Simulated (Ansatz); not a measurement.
# Ta2C: the cost of one run

Method: DFT PBEsol, scalar-relativistic, plane waves, PAW, in Ansatz 0.2.0.

1 further run of the same task is left out (set aside as unsound or not needed).

## (1) Starting point

Symmetry: P-3m1, No. 164, trigonal system. The conventional cell has a = 3.095 Å, b = 3.095 Å, c = 4.921 Å, α = 90.00°, β = 90.00°, γ = 120.00°. Ta (site symmetry 3m) has 3 C at 2.18 Å as nearest neighbours. C (site symmetry -3m) has 6 Ta at 2.18 Å as nearest neighbours.

Structure file:

```cif
data_structure
_symmetry_space_group_name_H-M 'P-3m1'
_symmetry_Int_Tables_number 164
_cell_length_a 3.0953
_cell_length_b 3.0953
_cell_length_c 4.9211
_cell_angle_alpha 90.000
_cell_angle_beta 90.000
_cell_angle_gamma 120.000
_cell_volume 40.83
loop_
_atom_site_label
_atom_site_type_symbol
_atom_site_symmetry_multiplicity
_atom_site_Wyckoff_symbol
_atom_site_fract_x
_atom_site_fract_y
_atom_site_fract_z
_atom_site_occupancy
Ta1 Ta 2 d 0.33333 0.66667 0.25288 1
C1 C 1 a 0.00000 0.00000 0.00000 1
```

It is the result of an earlier relaxation at this level (volume 13.61 Å³/atom; gap on the mesh: none (metal)).

## (2) -2 GPa

Contents of input.yaml:

```yaml
crystal:
  lattice:
    - [3.1151397523, 0.0, 0.0]
    - [-1.5575698761, 2.6977901618, 0.0]
    - [0.0, 0.0, 4.9526215232]
  atoms:
    - { symbol: Ta, position: [0.3333333333, 0.6666666667, 0.2528761941] }
    - { symbol: Ta, position: [0.6666666667, 0.3333333333, 0.7471238059] }
    - { symbol: C, position: [0.0, 0.0, 0.0] }
basis:
  ecutwfc: 420
kpoints:
  mp_grid: { grid: [18, 18, 8] }
hamiltonian:
  xc: pbesol
scf:
  occupations: { method: gaussian, width: 0.1 }
output:
  forces: true
  stress: true
  eigenvalues: true
relax:
  adjacent_minimum: "off"
  f_tol: 0.008
  max_steps: 50
  cell: { stress_tol: 0.08, p_target: -2.0 }
```

On the command line:

```
ansatz run input.yaml --threads 1 --pin off --max-ram 2560MiB --backend cpu --events-out ev --progress --plain --runs-dir out
```

Q: Estimate wall time and peak memory on 1 thread of Arm Neoverse V2, shared host.

About 53 s, with a peak of 0.46 GiB.
